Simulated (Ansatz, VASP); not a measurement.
# One calculation of CaO, two programs

```
Ca O
1.0
     2.75979    0.00000    0.00000
     0.00000    2.75979    0.00000
     0.00000    0.00000    2.90321
Ca O
1 1
Direct
  0.00000 0.00000 0.00000
  0.50000 0.50000 0.50000
```

Change from the starting cell: biaxial_xy strain -4.9%.

Alike in both runs: task single point; functional r2SCAN; k mesh 8 × 8 × 8; no spin polarisation.

```csv
,VASP,Ansatz
version,VASP 6.6.1,Ansatz 0.2.0
potentials or method,"VASP PAW PBE potentials, release 64 (Ca_sv, O)","plane waves, PAW"
plane-wave cutoff (eV),520,500
occupations,"gaussian, width 0.01 eV",fixed
valence electrons in the cell,16,16
```

```tsv
	VASP	Ansatz	Ansatz less VASP
gap on the k mesh at the Fermi level (eV)	3.02	3.02	+0.003
pressure (GPa)	17.0	15.3	-1.70
largest component of the traceless stress (GPa)	15.34	15.33	-0.013
```

Caveats: so large a pressure means that the cell lies far from this level's equilibrium, or that cutoff or potentials fall short (VASP); the potentials were made for another functional, which shifts forces and pressure (VASP). A k mesh can miss the band edges.
